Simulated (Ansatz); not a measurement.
input.yaml

```yaml
crystal:
  lattice:
    - [5.4980705035, 0.0, 0.0]
    - [-2.7490352517, 4.7614687278, 0.0]
    - [0.0, 0.0, 3.2402299684]
  atoms:
    - { symbol: Hg, position: [0.3333333333, 0.6666666667, 0.5] }
    - { symbol: Hg, position: [0.0, 0.0, 0.0] }
    - { symbol: Hg, position: [0.6666666667, 0.3333333333, 0.5] }
basis:
  ecutwfc: 420
kpoints:
  mp_grid: { grid: [9, 9, 14] }
hamiltonian:
  xc: pbe
  dispersion: d3bj
scf:
  occupations: { method: gaussian, width: 0.1 }
output:
  forces: true
  stress: true
  eigenvalues: true
relax:
  adjacent_minimum: "off"
  f_tol: 0.01
  max_steps: 30
  cell: { stress_tol: 0.1, fix: [volume] }
```

Run as
```bash
ansatz run input.yaml --threads 1 --pin off --max-ram 2560MiB --backend cpu --events-out ev --progress --plain --runs-dir out
```

Method: DFT PBE+D3(BJ), scalar-relativistic, plane waves, PAW in Ansatz 0.2.0.

Abridged output (final results; tables in files aren't shown):

```
SCF 4 converged in 5 iterations: F = -41441.479364 eV  dr2 = 3.89e-11
SCF converged after 5 iterations
Free energy (F): -41441.479364 eV
Harris-Foulkes:  -41441.479364 eV  (|F-HF|=2.91e-11)
Internal energy: -41441.477386 eV  (E = F + TS)
E sigma→0 (E₀):  -41441.478375 eV
Entropy (-TS):   -0.001979 eV (-0.660 meV/atom)
Fermi energy:    11.623912 eV
--- Per-component energies (eV) ---
  E_band       = -1331.807813
  E_kinetic    = 1813.998497
  E_local      = -8346.981139  (includes V_loc(G=0)·N_el)
  E_nonlocal   = 218.004768
  E_hartree    = 3550.904252
  E_xc         = -661.203970
  E_vxc        = -786.435956  (∫ρ·V_xc dr)
  E_paw        = -29836.529516  (= ΣΔE_a)
  E_vpaw       = -1332.205295  (= ΣTr[D̂ρ^β])
  E_aug_tail   = 0.002791  (compensation charges beyond the density's cutoff)
  E_ewald      = -8178.558001
  E_disp       = -1.115067  (pairwise vdW)
  E_smearing   = -0.001979  (= −TS)
--- Forces (eV/Å), atoms counted from 1 ---
  atom   1  Hg     0.00000000     0.00000000     0.00000000
  atom   2  Hg     0.00000000     0.00000000     0.00000000
  atom   3  Hg     0.00000000     0.00000000     0.00000000
--- Stress (GPa, compression-positive) ---
       -1.533014       0.000000       0.000000
        0.000000      -1.533014       0.000000
        0.000000       0.000000      -1.539649
  P = ⅓ Tr σ = -1.5352 GPa (-15.352 kbar)
--- Band table (eV; the first three rows and the last of 96) ---
  k-point 0: bands = ["-102.8711", "-102.8703", "-102.7257", "-51.3258", "-51.3258", "-51.3098", "-51.3095", "-51.3095", "-51.3073", "-51.1729", "-51.1729", "-51.1693", "3.8450", "4.3564", "4.7567", "4.8961", "5.0167", "5.0167", "5.1897", "5.1897", "5.2861", "5.2861", "5.3764", "5.3764", "5.4657", "5.4657", "5.8871", "5.8871", "10.2065", "10.5861", "13.4812", "13.4812", "13.5533", "13.5533", "19.3004", "23.8362"]
  k-point 1: bands = ["-102.8711", "-102.8703", "-102.7257", "-51.3258", "-51.3258", "-51.3106", "-51.3095", "-51.3095", "-51.3081", "-51.1728", "-51.1728", "-51.1700", "3.9213", "4.4118", "4.8193", "4.9400", "5.0160", "5.0160", "5.1601", "5.1601", "5.1974", "5.1974", "5.4474", "5.4474", "5.4662", "5.4662", "5.8736", "5.8736", "10.2381", "10.6359", "13.5618", "13.5618", "13.6521", "13.6521", "18.5536", "24.6905"]
  k-point 2: bands = ["-102.8710", "-102.8703", "-102.7256", "-51.3256", "-51.3256", "-51.3127", "-51.3102", "-51.3093", "-51.3093", "-51.1727", "-51.1727", "-51.1722", "4.1231", "4.5842", "4.9895", "4.9895", "4.9973", "5.0770", "5.0835", "5.0835", "5.0909", "5.0909", "5.4567", "5.4567", "5.5305", "5.5305", "5.8426", "5.8426", "10.3341", "10.7917", "13.7946", "13.7946", "13.9405", "13.9405", "17.0874", "23.2195"]
  k-point 95: bands = ["-102.8704", "-102.8704", "-102.7254", "-51.3261", "-51.3240", "-51.3240", "-51.3166", "-51.3166", "-51.3071", "-51.1847", "-51.1718", "-51.1718", "4.4607", "4.6900", "4.8449", "4.8449", "4.9202", "4.9202", "5.0373", "5.0373", "5.3561", "5.4576", "5.4576", "5.8823", "5.9595", "6.0122", "6.0122", "10.1885", "10.1885", "10.5803", "11.3664", "12.2602", "12.2602", "17.9473", "18.9095", "18.9095"]
--- Relaxed structure (3 steps of the walk, 3 accepted, 1 SCFs on fresh bases) ---
  F+E_penalty+E_count = -41441.47936448 eV   max|allowed force component| = 5.397e-17 eV/Å   (the final SCF, on the basis selected at the relaxed cell)
  cell:  # Å, volume = 84.8256 Å³
    - [5.48010510, 0.0, 0.0]
    - [-2.74005255, 4.74591023, 0.0]
    - [0.0, 0.0, 3.26150965]
  atoms:
    - { symbol: Hg, position: [0.33333333, 0.66666666, 0.49999999] }
    - { symbol: Hg, position: [0.0, 0.0, 0.0] }
    - { symbol: Hg, position: [0.66666666, 0.33333333, 0.49999999] }
```

The relaxation met its thresholds.

It took 56 s on 1 thread of Arm Neoverse V1 (shared host), peak memory 0.48 GiB.

Spin–orbit coupling is left out, which can shift energies with elements as heavy as these.